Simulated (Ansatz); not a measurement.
SrF$_{2}$:
Space group Fm-3m (No. 225); a = b = c = 5.758 Å, α = β = γ = 90.00°

```json
[
 {"atom": "Sr", "site": "4a", "symmetry": "m-3m", "x": "0.0000", "y": "0.0000", "z": "0.0000"},
 {"atom": "F", "site": "8c", "symmetry": "-43m", "x": "0.2500", "y": "0.2500", "z": "0.2500"}
]
```
(The calculation used a cell of 3 atoms; values per cell refer to that cell.)

Relaxed with PBEsol. The program Ansatz at the PBEsol level (PAW) gives a gap of 6.90 eV.

Q: What gap does HSE06 give on the same cell (Ansatz, PAW)?

A: 9.12 eV, 2.22 eV more. The hybrid was solved on a coarser mesh and at special points; its gap is the smallest among all of these.

```
k  v1 PBEsol  c1 PBEsol  v1 HSE06  c1 HSE06
-  ---------  ---------  --------  --------
Γ      -0.10       6.90     -0.09      9.12
X       0.00       8.14         …         …
L      -0.44      10.22         …         …
W      -0.07       8.46         …         …
K      -0.08       8.42         …         …
```

Q: Top valence (v1) and lowest conduction level (c1) in eV from each method's valence maximum (which need not be a listed point): supply the withheld HSE06 values.

A: 
- K, v1 HSE06: -0.08
- K, c1 HSE06: 10.63
- L, v1 HSE06: -0.44
- L, c1 HSE06: 12.42
- X, v1 HSE06: 0.00
- X, c1 HSE06: 10.34
- W, v1 HSE06: -0.08
- W, c1 HSE06: 10.67

Cost on shared cores: the PBEsol run (SCF on a 8×8×8 mesh, then bands and DOS) about 9 core-seconds (a rough figure), the HSE06 run (SCF on 6×6×6, then a few points) about 100 core-seconds (a rough figure); the tasks are unlike.

Symmetry was held in the PBEsol relaxation; phonons on a q-mesh show no instability. Scalar-relativistic: spin–orbit coupling is off unless named, which matters more the heavier the elements.

Potentials: the later of the program's two PAW sets.
